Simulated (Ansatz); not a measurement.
# Si2Ni (Fm-3m) in Ansatz: notebook, part 2 of 2

Ansatz 0.2.0. Earlier steps stand in the parts before.

## Step 3: Relaxation of cell and atoms, RPBE, collinear spin, ferromagnetic start

Input file input.yaml:

```yaml
crystal:
  lattice:
    - [0.0, 2.703, 2.703]
    - [2.703, 0.0, 2.703]
    - [2.703, 2.703, 0.0]
  atoms:
    - { symbol: Ni, position: [0.0, 0.0, 0.0], spin: 1.0 }
    - { symbol: Si, position: [0.75, 0.75, 0.75] }
    - { symbol: Si, position: [0.25, 0.25, 0.25] }
hamiltonian:
  xc: rpbe
  pseudopotentials: { kind: paw }
magnetization:
  spin_polarized: true
kpoints:
  mp_grid: { grid: [9, 9, 9] }
scf:
  occupations: { method: fermi_dirac, width: 0.05 }
output:
  forces: true
  stress: true
  write_density: true
  write_potential: true
  elf: true
  volumetric_format: npy
relax:
  f_tol: 0.01
  max_steps: 40
  cell: { stress_tol: 0.05 }
```

Potentials or basis: Ansatz PAW.

The run is started by

```bash
> ansatz run input.yaml --threads 2 --pin off --max-ram 5632MiB --backend cpu --events-out ev --progress --plain --runs-dir out
```

What it wrote:

```text
Warning: RAYON_NUM_THREADS=2 ignored (pool sized by the plan → 2); use --threads N
Engine: ansatz 0.2.0, aarch64-unknown-linux-gnu
Pseudopotentials: kind: paw
Pseudopotential: Ni, paw, valence charge 18, recommended cutoff 420 eV (normal), Ni.paw.azcp
Pseudopotential: Si, paw, valence charge 4, recommended cutoff 420 eV (normal), Si.paw.azcp
Functional definition: RPBE
  parameter kappa = 0.804
  parameter beta = 0.06672455060314922
  exchange = rpbe_x(kappa = kappa, mu = beta*pi^2/3)
  correlation = pbe_c(beta = beta)
Crystal: 3 atoms, lattice volume = 39.497 Å³
Basis set: ecut = 420 eV, 749 PW (Γ), exchange–correlation on 54×54×54 points (8 copies of the dense FFT grid, shifted against one another)
Bands: 18, of which v1, the nominal top of the filled ones, is band 13 counted from 1 (12 counted from 0)
Symmetry: 48 space group operations
Space group: Fm-3m (ITA 225), of the structure as read, at distance tolerance 3.4e-5 Å
Magnetic group: BNS 225.116 (UNI 1618), of the structure as read, at distance tolerance 3.4e-5 Å
k-points: 35 of 729
Non-local potential: Ni, projectors of the file, l = 0: 3, l = 1: 2, l = 2: 3, l = 3: 1
Non-local potential: Si, projectors of the file, l = 0: 2, l = 1: 2, l = 2: 2
PAW form: soft (Blöchl's): semilocal exchange-correlation on the pseudo side does not see the compensation charge
PAW frozen core: Ni, regenerated for the run's functional, and the local potential with it (the file was generated under x = pbe(κ = 0.804, μ = 0.2195149727645171), c = pbe(β = 0.06672455060314922))
PAW frozen core: Si, regenerated for the run's functional, and the local potential with it (the file was generated under x = pbe(κ = 0.804, μ = 0.2195149727645171), c = pbe(β = 0.06672455060314922))
PAW one-centre angular grid: Ni, 590 points (default); XC on 64 Gauss nodes
PAW one-centre angular grid: Si, 110 points (default); XC on 64 Gauss nodes
Initial density: superposition of atomic densities (chi_scale 0.1, normalization cell)
Starting moments: Σ|m| = 1 μB on 1 of 3 sites
Initial wavefunctions: pseudopotential atomic-orbital guess
Functional: x = rpbe, c = pbe(β = 0.06672455060314922)
SCF iter   1: F=—  HF=-7121.952696 eV  |F-HF|=—  |Δ(HF+E_count)|=         —  Δρ=6.51e-2 (↑6.51e-2 ↓3.10e-2)  dr2=1.26e0  dr2_m=4.92e-1  M=0.220 μB ∫|m|=0.639 μB  β_m=0.30  ethr=3.10e-3  ⟨swp⟩=5.9  Hψ=6155  notcnv=0
Mixer restart at iter 1: flushing history
preconditioner: auto → Kerker (q_TF=auto, 2.545 Å⁻¹)  [metal: Δε(μ)=0.010 eV  Ē_g=8.795 eV  σ=0.050 eV  W_gap=0.05  n_scr=14 (ndim 8)  ℏωp=25.1 eV  f_vac=0.000  D(μ)=0.91/eV (n_scr^D=8)]
spin=Collinear: Kerker preconditioning applied to the charge; magnetization (m = ρ↑ − ρ↓) channel mixes plain (no charge-response kernel on spin).
SCF iter   2: F=—  HF=-7121.830961 eV  |F-HF|=—  |Δ(HF+E_count)|=   1.22e-1  Δρ=5.04e-2 (↑2.43e-2 ↓5.04e-2)  dr2=1.07e0  dr2_m=3.66e-1  M=0.236 μB ∫|m|=0.482 μB  β_m=0.42  ethr=3.10e-3  ⟨swp⟩=2.7  Hψ=2526  notcnv=0  defer=16
SCF iter   3: F=—  HF=-7122.715723 eV  |F-HF|=—  |Δ(HF+E_count)|=   8.85e-1  Δρ=3.72e-2 (↑2.21e-2 ↓3.72e-2)  dr2=6.38e-1  dr2_m=2.43e-1  M=0.210 μB ∫|m|=0.379 μB  β_m=0.15  ethr=3.10e-3  ⟨swp⟩=2.2  Hψ=1873  notcnv=0  defer=13
SCF iter   4: F=—  HF=-7123.114071 eV  |F-HF|=—  |Δ(HF+E_count)|=   3.98e-1  Δρ=2.49e-2 (↑2.34e-2 ↓2.49e-2)  dr2=3.22e-1  dr2_m=1.61e-1  M=0.188 μB ∫|m|=0.310 μB  β_m=0.46  ethr=2.45e-3  ⟨swp⟩=2.0  Hψ=2142  notcnv=0  defer=16
[... 72 lines left out ...]
SCF iter   6: F=—  HF=-7123.495312 eV  |F-HF|=—  |Δ(HF+E_count)|=   2.28e-7  Δρ=3.65e-7 (↑3.64e-7 ↓3.65e-7)  dr2=2.06e-10  dr2_m=4.92e-16  M=-0.000 μB ∫|m|=0.000 μB  β_m=0.66  ethr=6.94e-11  ⟨swp⟩=2.9  Hψ=2517  notcnv=0
SCF iter   7: F=—  HF=-7123.495341 eV  |F-HF|=—  |Δ(HF+E_count)|=   2.95e-5  Δρ=3.08e-7 (↑3.07e-7 ↓3.08e-7)  dr2=1.11e-10  dr2_m=1.82e-16  M=-0.000 μB ∫|m|=0.000 μB  β_m=0.69  ethr=1.00e-12  ⟨swp⟩=3.1  Hψ=2495  notcnv=0
SCF iter   8: F=—  HF=-7123.495341 eV  |F-HF|=—  |Δ(HF+E_count)|=  2.85e-10  Δρ=3.65e-8 (↑3.62e-8 ↓3.65e-8)  dr2=1.06e-12  dr2_m=6.70e-17  M=-0.000 μB ∫|m|=0.000 μB  β_m=0.83  ethr=1.00e-12  ⟨swp⟩=2.1  Hψ=1888  notcnv=0
SCF iter   9: F=-7123.495341 eV  HF=-7123.495341 eV  |F-HF|=1.82e-12  |Δ(HF+E_count)|=  1.00e-11  Δρ=6.55e-8 (↑6.55e-8 ↓6.53e-8)  dr2=5.69e-12  dr2_m=2.82e-18  M=-0.000 μB ∫|m|=0.000 μB  ethr=1.00e-12  ⟨swp⟩=4.1  Hψ=5188  notcnv=0
the starting moments were not kept: the SCF closed with an absolute magnetisation of 1.5e-9 μB, where they sum to 1 μB in size (1 site). That is at most 0.1 of that sum. Measured as dr2_m measures the in/out step, that magnetisation stands 1.8e-18 eV from none, at or under the dr2_threshold of 3.0e-11 eV: it is no larger than a step whose dr2_m would equal this threshold.
SCF 5 converged in 9 iterations: F = -7123.495341 eV  dr2 = 5.69e-12
relax step   5: F+E_penalty+E_count = -7123.49534101 eV  Δ(F+E_penalty+E_count) = -4.940e-4 eV  max|allowed force component| = 1.820e-16 eV/Å  Δτ_max = 0.0000 Å  P = +0.005 GPa  Ω = 41.247 Å³  stress off target by 4.70e-3 GPa  SCF on the basis re-selected at this cell (its energy is not comparable with the rows above)  (9 SCF iters)
basis re-selected at this cell: Δ(F+E_penalty+E_count) = -4.940e-4 eV, ΔP = +0.006 GPa vs the last step (what re-selecting the basis moved, of the pressure what is left beyond the Pulay correction that the steps carried, after the strain that the cell walked since its last selection, with what the two solves' SCF thresholds leave and, on support functions, any second-order correction that the steps lacked; it is no measure of the basis error at this ecutwfc). This SCF's stress stands 4.70e-3 GPa from its target on what of the cell is left free (relax.cell.stress_tol is 5.00e-2 GPa) and its largest allowed force component is 1.82e-16 eV/Å (relax.f_tol is 1.00e-2 eV/Å): within both
SCF converged after 9 iterations
Magnetization: -0.0000 μB (13.0000 up, 13.0000 down)
Absolute magnetization: 0.0000 μB (∫|ρ↑−ρ↓|, with the PAW one-centre terms)
Spin contamination: 0.0000 ħ² per cell (⟨S²⟩ above its minimum at these occupations)
Per-site moments (μB) at R_I (Å): [(-5.918841836089537e-10, 0.9796630037898946), (6.07556284616774e-11, 0.9796630037898946), (6.075574744437727e-11, 0.9796630037898948)]
Free energy (F): -7123.495341 eV
Harris-Foulkes:  -7123.495341 eV  (|F-HF|=1.82e-12)
Internal energy: -7123.489295 eV  (E = F + TS)
E sigma→0 (E₀):  -7123.492318 eV
Entropy (-TS):   -0.006046 eV (-2.015 meV/atom)
Fermi energy:    12.647932 eV
--- Per-component energies (eV) ---
  E_band       = -356.113157
  E_kinetic    = 367.429378
  E_local      = -4961.491360  (includes V_loc(G=0)·N_el)
  E_nonlocal   = 678.458923
  E_hartree    = 2144.750745
  E_xc         = -198.282465
  E_vxc        = -206.643162  (∫ρ·V_xc dr)
  E_paw        = -2662.681669  (= ΣΔE_a)
  E_vpaw       = -523.368755  (= ΣTr[D̂ρ^β])
  E_aug_tail   = 0.000551  (compensation charges beyond the density's cutoff)
  E_ewald      = -2491.581087
  E_core_change = -0.092312  (= ΣΔE_core)
  E_smearing   = -0.006046  (= −TS)
  E_closure    = 0.000000  (closes the sum)
  Σ components = -7123.495341   (vs F -7123.495341, Δ=0.00e0)
--- Forces (eV/Å), atoms counted from 1 ---
  atom   1  Ni     0.00000000    -0.00000000     0.00000000
  atom   2  Si    -0.00000000    -0.00000000    -0.00000000
  atom   3  Si     0.00000000     0.00000000     0.00000000
  max |Σ_I F_I| component: 5.09e-17 eV/Å
--- Stress (GPa, compression-positive) ---
        0.004697      -0.000000      -0.000000
       -0.000000       0.004697      -0.000000
       -0.000000      -0.000000       0.004697
  P = ⅓ Tr σ = 0.0047 GPa (0.047 kbar)
--- Band table (eV; the first three rows and the last of 70) ---
  k-point 0 ↑: bands = ["-91.9432", "-52.2579", "-52.2579", "-52.2579", "-0.8346", "7.7062", "7.7062", "7.7062", "9.3699", "9.3699", "12.0840", "14.2994", "14.2994", "14.2994", "14.9508", "14.9508", "14.9508", "17.2768"]
  k-point 1 ↑: bands = ["-91.9432", "-52.2579", "-52.2579", "-52.2579", "-0.6575", "7.3133", "7.7622", "7.7622", "9.3383", "9.3383", "11.8730", "13.1569", "13.6268", "13.6268", "15.5325", "15.5325", "16.4215", "16.8536"]
  k-point 2 ↑: bands = ["-91.9432", "-52.2582", "-52.2579", "-52.2579", "-0.1313", "6.2827", "7.9042", "7.9042", "9.2916", "9.2916", "10.6249", "12.7691", "12.7691", "13.4263", "15.2105", "15.2105", "16.1662", "17.6780"]
  k-point 34 ↓: bands = ["-91.9432", "-52.2584", "-52.2583", "-52.2581", "3.3965", "4.1716", "6.0877", "6.4008", "8.9763", "9.1466", "9.4010", "9.7192", "10.3965", "14.2886", "15.1173", "16.9973", "18.6064", "20.3681"]
--- Relaxed structure (4 steps of the walk, 4 accepted, 1 SCFs on fresh bases) ---
  F+E_penalty+E_count = -7123.49534101 eV   max|allowed force component| = 1.820e-16 eV/Å   (the final SCF, on the basis selected at the relaxed cell)
  cell:  # Å, volume = 41.2474 Å³
    - [-1.8470723625701505e-34, 2.7423452070458825, 2.7423452070458825]
    - [2.7423452070458825, 1.1623817456498056e-34, 2.7423452070458825]
    - [2.7423452070458825, 2.7423452070458825, 8.120749177427347e-35]
  atoms:
    - { symbol: Ni, position: [1.7828355147753164e-34, -2.5745196288819617e-34, -9.286825760399437e-35] }
    - { symbol: Si, position: [0.7500000000000001, 0.7500000000000001, 0.7500000000000001] }
    - { symbol: Si, position: [0.24999999999999997, 0.24999999999999997, 0.24999999999999997] }
```

It took 11 s on 2 threads of Arm Neoverse V1, shared host; peak memory 0.35 GiB.

Results:

| Quantity | Value |
| --- | --- |
| Free energy | -7123.4953 eV |
| Relaxed volume | 13.75 Å³/atom |
| Relaxed cell | a = 3.878 Å, b = 3.878 Å, c = 3.878 Å, α = 60.00°, β = 60.00°, γ = 60.00° |
| Space group after relaxing (to 0.05 Å) | Fm-3m (No. 225) |
| Energy gained by relaxing | 11.5 meV/atom |
| Ionic steps | 5 |
| Pressure after relaxing | 0.0 GPa |
| Band gap on the k mesh | none (metal or under the smearing width) |
| Net moment | 0.00 μB per cell |
| Absolute moment | 0.00 μB per cell |

Step by step:
```
step  energy change (eV)  largest force (eV/Å)  volume (Å³)
   1              0.0000                0.0000        39.50
   2             -0.0265                0.0000        40.41
   3             -0.0339                0.0000        41.20
   4             -0.0339                0.0000        41.25
   5             -0.0344                0.0000        41.25
```

Final structure:
```
Ni Si
1.0
     0.00000    2.74235    2.74235
     2.74235    0.00000    2.74235
     2.74235    2.74235    0.00000
Ni Si
1 2
Direct
  0.00000 0.00000 0.00000
  0.75000 0.75000 0.75000
  0.25000 0.25000 0.25000
```

Caveat: the plane-wave basis is chosen anew once the cell has moved, so the energies of steps on either side of that aren't comparable; the PAW data sets come from PBE, with cores solved anew for the run's functional, which leaves a small shift of forces and pressure; the starting moments weren't kept. RPBE and its kin give volumes clearly too large for solids.
